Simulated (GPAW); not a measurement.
Bi:

```
Bi
1.0
    -1.98143    1.98143    1.98143
     1.98143   -1.98143    1.98143
     1.98143    1.98143   -1.98143
Bi
1
Direct
  0.00000 0.00000 0.00000
```

This isn't the form of Bi at room conditions, which is rhombohedral.

Base run:

* Program: GPAW 26.7.0
* Functional: PBEsol
* Potentials or basis: PAW data sets generated in the run's folder for this functional
* Cutoff: 600 eV
* Basis: pw
* k mesh: 9 × 9 × 9
* Occupations: fermi-dirac, width 0.05 eV
* Spin: no spin polarisation

Its results: pressure -2.1 GPa.

**Question.** After a change of settings the same cell gave: pressure -1.1 GPa. Which change was it?
A. k mesh from 9 × 9 × 9 to 7 × 7 × 7; spin from no spin polarisation to spin-orbit coupling, no magnetisation
B. functional from PBEsol to LDA; potentials or basis from PAW data sets generated in the run's folder for this functional to the program's PAW data sets (release 1.2.1) made for this functional
C. functional from PBEsol to BLYP
D. functional from PBEsol to r2SCAN; potentials or basis from PAW data sets generated in the run's folder for this functional to GPAW PAW data sets (gpaw-data 1.2.1)

**Answer.** A.

Caveats: spin-orbit coupling was added after a scalar SCF, so levels and gaps hold it while energy, forces, pressure and moments don't (some runs).

Not every run made on this cell is shown here.
